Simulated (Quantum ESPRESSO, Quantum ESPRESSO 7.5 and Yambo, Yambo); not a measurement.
# MgO (Fm-3m): a self-consistent loop beyond G0W0, cycle by cycle

Wanted: G0W0 and self-consistent gaps of MgO (Fm-3m), with the cost of the cycles.

Main program and level: Quantum ESPRESSO 7.5 and Yambo 5.3.0; PBE and many-body steps on it, plane waves.

**Experimental background.**

- Gap 7.83 eV: literature experimental gap; bulk crystal (quoted in “Electronic structure of alkaline earth and post-transition metal oxides”, 2009, arxiv:0908.1581).

### 1. Starting point

The structure is cubic, space group Fm-3m (No. 225). Conventional cell: a = 4.194 Å, b = 4.194 Å, c = 4.194 Å, α = 90.00°, β = 90.00°, γ = 90.00°. Nearest to Mg lie 6 O at 2.10 Å. O has 6 Mg at 2.10 Å nearest. Farther neighbours and most contacts between anions are not listed.

The cell and positions are those that the Materials Project relaxed with its own functionals (PBE, PBE+U or r2SCAN), kept fixed.

### 2. Empty states on the mesh, 4×4×4 mesh, 84 bands

This step: Quantum ESPRESSO 7.5; DFT, PBE, plane waves, norm-conserving pseudopotentials.

The sums over transitions need many empty states on a uniform mesh; this step solves for them.

pw.in

```
&control
  calculation = 'nscf'
  prefix = 'x'
  outdir = 'o'
  pseudo_dir = 'pseudo'
/
&system
  ibrav = 0
  nat = 2
  ntyp = 2
  ecutwfc = 76.0
  nbnd = 84
  force_symmorphic = .true.
/
&electrons
  conv_thr = 1e-9
  electron_maxstep = 80
  diago_full_acc = .true.
  diago_thr_init = 5e-6
/
ATOMIC_SPECIES
  Mg 24.305 Mg.upf
  O 15.999 O.upf
CELL_PARAMETERS angstrom
  -0.0000000000 2.0970013927 2.0970013927
  2.0970013927 -0.0000000000 2.0970013927
  2.0970013927 2.0970013927 -0.0000000000
ATOMIC_POSITIONS crystal
  Mg 0.0000000000 0.0000000000 0.0000000000
  O 0.5000000000 0.5000000000 0.5000000000
K_POINTS automatic
  4 4 4 0 0 0
```

On the command line:

```
OMP_NUM_THREADS=1 mpirun -n 4 pw.x -nk 4 -in pw.in > pw.out
```

What it wrote:

```text
Program PWSCF v.7.5 starts

     This program is part of the open-source Quantum ESPRESSO suite
     for quantum simulation of materials; please cite
         "P. Giannozzi et al., J. Phys.:Condens. Matter 21 395502 (2009);
         "P. Giannozzi et al., J. Phys.:Condens. Matter 29 465901 (2017);
         "P. Giannozzi et al., J. Chem. Phys. 152 154105 (2020);
     in publications or presentations arising from this work. More details at

     Atomic positions and unit cell read from directory:
     o/x.save/

     Message from routine setup:
[...]
k =-0.3536-0.3536 0.3536 (  1404 PWs)   bands (ev):

[...]
121.0941 121.2255 121.2255 122.3905 123.1135 123.2760 126.9231 126.9231
   129.2261 132.6181 137.5727 137.5727 139.9411 139.9411 140.0336 140.0336
   140.1419 144.5925 145.4664 148.9407

          k = 0.3536 0.0000 0.0000 (  1387 PWs)   bands (ev):

     [... further k-points ...]

     highest occupied, lowest unoccupied level (ev):     8.2133   13.1082

     XML data file, pseudopotentials, collected wavefunctions

=------------------------------------------------------------------------------=
   JOB DONE.
=------------------------------------------------------------------------------=
```

It took 1.9 s on 4 MPI ranks of Arm Neoverse V1, shared host; peak memory 0.05 GiB.

This step gave:

| Property | Result |
| --- | --- |
| gap | 4.895 eV |
| k of the valence top | 0, 0, 0 |
| k of the conduction bottom | 0, 0, 0 |
| least direct gap | 4.895 eV |
| k points computed | 8 |
| lowest point of the top converged band, above the valence top | 135.4117 eV |

On this mesh the gap is 4.895 eV.

The density comes from a self-consistent run that is not shown.

### 3. Conversion and set-up

This step: Yambo 5.3.0; conversion and set-up on PBE, plane waves, norm-conserving pseudopotentials.

The states are converted to the many-body program's format and the q mesh is built.

On the command line:

```
(cd o/x.save; p2y > p2y.log; mv SAVE ../..); yambo > setup.log
```

What it wrote:

```text
 Yambo, version 5.3.0

 [02] CORE Variables Setup
 =========================

  [02.01] Unit cells
  ==================

  Cell kind             :  FCC
  Atoms in the cell     :  Mg  O
  number of Mg atoms    :  1
  number of O  atoms    :  1

  List of atomic masses
  Mass of Mg    :  24.30500
  Mass of O     :  15.99900

  List of atomic coordinates    : [cc]
  Mg1       :  0.000000  0.000000  0.000000  order 1
  O1       :  3.962758  3.962758  3.962758  order 2

  Alat factors          :  3.962758  3.962758  3.962758 [a.u.]
  Direct lattice volume :  124.4580 [a.u.]
[...]
==========================================

 IBZ Q-points                                      :   8
 BZ  Q-points                                      :   64

 K/Q-points units:
 rlu = crystal or reduced units; cc = cartesian coordinates; iku = interal k-units

 Q [1]          [rlu]:  0.000000  0.000000  0.000000
 Q [2]          [rlu]: -0.65702E-17 -0.65702E-17  0.25000
 Q [3]          [rlu]:  0.13140E-16  0.13140E-16 -0.50000
[...]
Q [7]          [rlu]:  0.27115E-17 -0.50000     -0.50000
 Q [8]          [rlu]:  0.250000 -0.500000 -0.250000

  [03.01] X indexes
  =================

   [03.01.01] Sigma indexes
   ========================

 [06] Game Over & Game summary
```

The job ended after 1.6 s (1 MPI rank; peak memory 0.24 GiB).

### 4. G0W0

Now the one-shot GW correction: screening in the RPA, then the self-energy of the levels asked for.

This step: G0W0 on PBE, plane waves, norm-conserving pseudopotentials.

gw1.in

```
HF_and_locXC
gw0
dyson
ppa
em1d
rim_cut
RandQpts= 1000000
RandGvec= 1 RL
EXXRLvcs= 76 Ry
VXCRLvcs= 304 Ry
Chimod= "HARTREE"
% BndsRnXp
 1 | 84 |
%
NGsBlkXp= 15.5 Ry
% LongDrXp
 1 | 1 | 1 |
%
% GbndRnge
 1 | 84 |
%
DysSolver= "n"
ExtendOut
PPAPntXp= 27.21138 eV
% QPkrange
 1 | 8 | 6 | 12 |
%
```

On the command line:

```
OMP_NUM_THREADS=1 mpirun -n 4 yambo -F gw1.in -J gw1 -C gw1 > gw1.log
```

What it wrote:

```text
 Yambo, version 5.3.0

 [02] CORE Variables Setup
 =========================

  [... cell, symmetries and grids as in the set-up ...]

  [02.05] Energies & Occupations
  ==============================

  [X] === General ===
  [X] Electronic Temperature                        :  0.000000  0.000000 [eV K]
  [X] Bosonic    Temperature                        :  0.000000  0.000000 [eV K]
  [X] Finite Temperature mode                       : no
  [X] El. density                                   :  0.86755E+24 [cm-3]
  [X] Fermi Level                                   :  8.213328 [eV]

  [X] === Gaps and Widths ===
  [X] Conduction Band Min                           :  4.894827 [eV]
  [X] Valence Band Max                              :  0.000000 [eV]
  [X] Filled Bands                                  :   8
  [X] Empty Bands                                   :    9   84
  [X] Direct Gap                                    :  4.894827 [eV]
  [X] Direct Gap localized at k                     :  1
  [X] Indirect Gap                                  :  4.894827 [eV]
  [X] Indirect Gap between kpts                     :  1  1
  [X] Last valence band width                       :  1.776113 [eV]
  [X] 1st conduction band width                     :  6.880121 [eV]

 [03] Transferred momenta grid and indexing
 ==========================================

 IBZ Q-points                                      :   8
 BZ  Q-points                                      :   64

 K/Q-points units:
 rlu = crystal or reduced units; cc = cartesian coordinates; iku = interal k-units

 Q [1]          [rlu]:  0.000000  0.000000  0.000000
 Q [2]          [rlu]: -0.65702E-17 -0.65702E-17  0.25000
 Q [3]          [rlu]:  0.13140E-16  0.13140E-16 -0.50000
 Q [4]          [rlu]: -0.13557E-17  0.25000      0.25000
 Q [5]          [rlu]: -0.53062E-17  0.25000      0.50000
 Q [6]          [rlu]:  0.13140E-16  0.25000     -0.25000
 Q [7]          [rlu]:  0.27115E-17 -0.50000     -0.50000
 Q [8]          [rlu]:  0.250000 -0.500000 -0.250000

 [04] Coloumb potential Random Integration (RIM)
 ===============================================

  [04.01] RIM initialization
  ==========================

  * Diagonal components only detected *

  8 x (sBL volume)        :  0.249130 [a.u.]
  sBZ random points       :  1000000
  Points outside the sBZ  :   7968281
  RL volume               :  1.993044 [a.u.]
  Integrated volume       :  2.000977 [a.u.]

  [04.02] RIM integrals
  =====================

  Gamma point sphere radius             :  0.114137 [a.u.]
  Points outside the sphere             :   800476
  [Int_sBZ(q=0) 1/q^2]*(Vol_sBZ)^(-1/3) =:  7.776341
                                 should be <:  7.795600

  Summary of Coulomb integrals for non-metallic bands |Q|[au] RIM/Bare

  Q [1] 0.100000E-4 0.997530 * Q [2] 0.343283 1.067779
  Q [4] 0.396390 1.067204 * Q [6] 0.560580 1.030488
  Q [5] 0.657338 1.022568 * Q [3] 0.686567 1.021209
  Q [7] 0.792779 1.017560 * Q [8] 0.886354 1.014308

 [05] Dipoles
 ============

  [05.01] Setup: observables and procedures
  =========================================

 [06] Dynamic Dielectric Matrix (PPA)
 ====================================

 [WR./gw1//ndb.pp]---------------------------------------------------------------
  Brillouin Zone Q/K grids (IBZ/BZ)                :    8   64    8   64
  RL vectors                                       :  1837 [WF]
  Coulomb cutoff potential                         : none
  Electronic Temperature                           :  0.000000 [K]
  Bosonic    Temperature                           :  0.000000 [K]
  PPA    diel. fun.  energies                      : Perdew, Burke & Ernzerhof(X)+Perdew, Burke & Ernzerhof(C)
  wavefunctions                                    : Perdew, Burke & Ernzerhof(X)+Perdew, Burke & Ernzerhof(C)
  Global Gauge                                     : length
  X matrix size                                    :  169
  X band range                                     :    1   84
  X e/h energy range                               : -1.000000 -1.000000 [eV]
  X Time ordering                                  : R
  X Hxc Kernel                                     : HARTREE
  X Drude frequency                                :  0.000000  0.000000
  X poles                                          :  100.0000 [o/o]
  RL vectors in the sum                            :  1837
  [r,Vnl] included                                 : yes
  Field direction                                  :  0.577350E-5  0.577350E-5  0.577350E-5
  BZ energy Double Grid                            : no
  BZ energy DbGd points                            : 0
  BZ Q point size factor                           : -1.000000
  X Optical Averaged directions                    : none

 [07] Local Exchange-Correlation + Non-Local Fock
 ================================================

 [VXC] Plane waves :  11113
 [EXS] Plane waves :  1459

 QP @ state[ 1 ] K range:   1   8
 QP @ state[ 1 ] b range:   6  12

 [xc] Functional : Perdew, Burke & Ernzerhof(X)+Perdew, Burke & Ernzerhof(C)
 [xc] LIBXC used to calculate xc functional
  PP Number of Atomic Species                      :  2
  NLCC RL compoments                               :  11113
  PP Number of Atomic Species                      :  2
  NLCC RL compoments                               :  11113

 [xc] E_xc :  -11.59506 [Ha]
      E_xc :  -23.19011 [Ry]

  Local XC kind (lXC) : Perdew, Burke & Ernzerhof(X)+Perdew, Burke & Ernzerhof(C)
  Non-Local XC kind (nlXC) : Hartree-Fock

  Corrections @ K [1] :  [eV]
 <6|nlXC|6> = -25.55508  0.21544E-17 <6|lXC|6> = -20.15787 -0.23602E-16
 <7|nlXC|7> = -25.55494 -0.97783E-17 <7|lXC|7> = -20.15787  0.94411E-16
 <8|nlXC|8> = -25.55510 -0.26686E-16 <8|lXC|8> = -20.15787  0.58997E-17
 <9|nlXC|9> = -8.858457 -0.25273E-17 <9|lXC|9> = -13.55593 -0.12483E-18
 <10|nlXC|10> = -3.731640  0.36594E-18 <10|lXC|10> = -9.636465 -0.23606E-16
 <11|nlXC|11> = -3.731282 -0.37452E-17 <11|lXC|11> = -9.636466  0.11805E-16
[...]
Corrections @ K [2] :  [eV]
[...]
Corrections @ K [3] :  [eV]
[...]
Corrections @ K [4] :  [eV]
[...]
Corrections @ K [5] :  [eV]
[...]
[... 2 further k-points ...]
  Corrections @ K [8] :  [eV]
[...]
<10|nlXC|10> = -7.335025 -0.41045E-17 <10|lXC|10> = -13.48539 -0.94355E-16
 <11|nlXC|11> = -7.571609  0.41159E-17 <11|lXC|11> = -13.82145 -0.12501E-16
 <12|nlXC|12> = -5.755576 -0.19923E-17 <12|lXC|12> = -12.54589  0.70586E-16

  [07.01] Hartree-Fock occupations report
  =======================================

  [Hartree-Fock] === General ===
  [Hartree-Fock] Electronic Temperature             :  0.000000  0.000000 [eV K]
  [Hartree-Fock] Bosonic    Temperature             :  0.000000  0.000000 [eV K]
  [Hartree-Fock] Finite Temperature mode            : no
  [Hartree-Fock] El. density                        :  0.86755E+24 [cm-3]
  [Hartree-Fock] Fermi Level                        :  8.213328 [eV]

  [Hartree-Fock] === Gaps and Widths ===
  [Hartree-Fock] Conduction Band Min                :  9.592304 [eV]
  [Hartree-Fock] Valence Band Max                   : -5.397234 [eV]
  [Hartree-Fock] Filled Bands                       :   8
  [Hartree-Fock] Empty Bands                        :    9   84
  [Hartree-Fock] Direct Gap                         :  14.98954 [eV]
  [Hartree-Fock] Direct Gap localized at k          :  1
  [Hartree-Fock] Indirect Gap                       :  14.98954 [eV]
  [Hartree-Fock] Indirect Gap between kpts          :  1  1
  [Hartree-Fock] Last valence band width            :  2.231332 [eV]
  [Hartree-Fock] 1st conduction band width          :  8.332835 [eV]

 [08] Dyson equation: Newton solver
 ==================================

  [08.01] G0W0 (W PPA)
  ====================

  [  GW  ] Bands range     :    1   84
  [GW/PPA] G damping       :  0.100000 [eV]

  QP @ state[ 1 ] K range:   1   8
  QP @ state[ 1 ] b range:   6  12

   Sc/G bands                                       :    1   84
   Sc/G damping                                     :  0.100000 ev
   Sc bands terminator                              : no
   Sx RL components                                 :  1459

   QP @ state[ 1 ] K range                          :   1   8
   QP @ state[ 1 ] b range                          :   6  12
   GF energies kind                                 : Perdew, Burke & Ernzerhof(X)+Perdew, Burke & Ernzerhof(C)
   GF WF`s kind                                     : Perdew, Burke & Ernzerhof(X)+Perdew, Burke & Ernzerhof(C)
   Xs energies kind                                 : Perdew, Burke & Ernzerhof(X)+Perdew, Burke & Ernzerhof(C)
   Xs WF`s kind                                     : Perdew, Burke & Ernzerhof(X)+Perdew, Burke & Ernzerhof(C)

 [11] Game Over & Game summary
```

It took 98 s on 4 MPI ranks; peak memory 1.2 GiB; 6.4 min of CPU time.

This step gave:

| Quantity | Value |
| --- | --- |
| G0W0 gap on the mesh | 7.162 eV |
| starting gap on the mesh | 4.895 eV |
| k of the valence top | 0, 0, 0 |
| k of the conduction bottom | 0, 0, 0 |
| least direct G0W0 gap on the computed points | 7.162 eV |
| Z at the valence top | 0.8023 |
| Z at the conduction bottom | 0.8506 |

The gap on the mesh goes from 4.89 eV to 7.16 eV, a correction of +2.27 eV.

### 5. evGW0, cycle 1

This step: evGW0 on PBE, plane waves, norm-conserving pseudopotentials.

gw2.in, as its differences from gw1.in of step 4:

```diff
@@ -27 +27,2 @@
 %
+GfnQPdb= "E < ./gw1/ndb.QP"
```

On the command line:

```
OMP_NUM_THREADS=1 mpirun -n 4 yambo -F gw2.in -J gw2,gw1_W -C gw2 > gw2.log
```

What it wrote:

```text
 Yambo, version 5.3.0

 [02] CORE Variables Setup
 =========================

  [... cell, symmetries and grids as in the set-up ...]

  [02.05] Energies & Occupations
  ==============================

  [X] === General ===
  [X] Electronic Temperature                        :  0.000000  0.000000 [eV K]
  [X] Bosonic    Temperature                        :  0.000000  0.000000 [eV K]
  [X] Finite Temperature mode                       : no
  [X] El. density                                   :  0.86755E+24 [cm-3]
  [X] Fermi Level                                   :  8.213328 [eV]

  [X] === Gaps and Widths ===
  [X] Conduction Band Min                           :  4.894827 [eV]
  [X] Valence Band Max                              :  0.000000 [eV]
  [X] Filled Bands                                  :   8
  [X] Empty Bands                                   :    9   84
  [X] Direct Gap                                    :  4.894827 [eV]
  [X] Direct Gap localized at k                     :  1
  [X] Indirect Gap                                  :  4.894827 [eV]
  [X] Indirect Gap between kpts                     :  1  1
  [X] Last valence band width                       :  1.776113 [eV]
  [X] 1st conduction band width                     :  6.880121 [eV]

 [03] Transferred momenta grid and indexing
 ==========================================

 IBZ Q-points                                      :   8
 BZ  Q-points                                      :   64

 K/Q-points units:
 rlu = crystal or reduced units; cc = cartesian coordinates; iku = interal k-units

 Q [1]          [rlu]:  0.000000  0.000000  0.000000
 Q [2]          [rlu]: -0.65702E-17 -0.65702E-17  0.25000
 Q [3]          [rlu]:  0.13140E-16  0.13140E-16 -0.50000
[...]
[G+QP] Direct Gap localized at k                  :  1
  [G+QP] Indirect Gap                               :  7.161911 [eV]
  [G+QP] Indirect Gap between kpts                  :  1  1
  [G+QP] Last valence band width                    :  2.102095 [eV]
  [G+QP] 1st conduction band width                  :  7.428415 [eV]

  [coarse-grid] Minimum Bare Gap        [ev]:  4.894827
  [coarse-grid] Minimum Gap Correction  [ev]:  2.267083

  Eqp @ K [1]
   -83.2000     -44.9599     -44.9599     -44.9599     -19.8697    -0.296923E-4 -0.267155E-3   0.00000
    7.16191  18.49300  18.49337  18.49364  22.78955  24.90385  24.90385  27.70843
  Eqp @ K [2]
  -83.19468 -45.01137 -44.96509 -44.96509 -19.15824  -3.08235  -0.41124  -0.41083
[...]
Eqp @ K [3]
[...]
Eqp @ K [4]
[...]
Eqp @ K [5]
[...]
[... 2 further k-points ...]
  Eqp @ K [8]
  -83.18592 -45.02023 -45.02023 -44.99644 -17.97868  -3.43937  -3.43949  -2.10209
   14.59033  14.59009  15.19815  18.56059  25.27402  25.27402  30.05319  32.76092

 [07] Dipoles
 ============

  [07.01] Setup: observables and procedures
  =========================================

 [08] Dynamic Dielectric Matrix (PPA)
 ====================================

   Sc/G bands                                       :    1   84
   Sc/G damping                                     :  0.100000 ev
   Sc bands terminator                              : no
   Sx RL components                                 :  1459

   QP @ state[ 1 ] K range                          :   1   8
   QP @ state[ 1 ] b range                          :   6  12
   GF energies kind                                 : Perdew, Burke & Ernzerhof(X)+Perdew, Burke & Ernzerhof(C)+ E < ./gw1/ndb.QP + @E Fit
   GF WF`s kind                                     : Perdew, Burke & Ernzerhof(X)+Perdew, Burke & Ernzerhof(C)
   Xs energies kind                                 : Perdew, Burke & Ernzerhof(X)+Perdew, Burke & Ernzerhof(C)
   Xs WF`s kind                                     : Perdew, Burke & Ernzerhof(X)+Perdew, Burke & Ernzerhof(C)

 [13] Game Over & Game summary
```

The job ended after 86 s (4 MPI ranks; peak memory 1.2 GiB; 5.7 min of CPU time).

Numbers from this step:

```
quasiparticle gap on the mesh                         : 7.414 eV
gap of the density functional on the mesh             : 4.895 eV
k of the valence top                                  : 0, 0, 0
k of the conduction bottom                            : 0, 0, 0
least direct quasiparticle gap on the computed points : 7.414 eV
Z at the valence top                                  : 0.8073
Z at the conduction bottom                            : 0.8671
```

Against G0W0 in Yambo (4×4×4 mesh, 84 bands, screening to 210.9 eV, Godby-Needs plasmon pole), the gap moves by +0.253 eV.

The program's own table gives 7.716 eV, which is too large where the input levels are shifted: this version takes Σc at the unshifted level E₀, yet steps from the shifted one. The value above is the Newton step from E₀, E₀ + Z(Σc + Σx − Vxc), rebuilt from the printed columns.

[end of part 1 of 2]

[Paths, hosts, dates, memory and timing lines, banners, echoed tables and standing remarks are left out of the program output.]

[Logs are printed without paths, hosts, clocks, repeated set-up lines and the standing remarks that a program may print on its own settings, such as how far it seeks lower states.]

[Runs of the session that timed out or met a known fault of the program may be left out.]

[Hosts, paths, dates, database ids (printed as entryN), source tags and the programs' standing remarks are cut or masked in the printed files.]
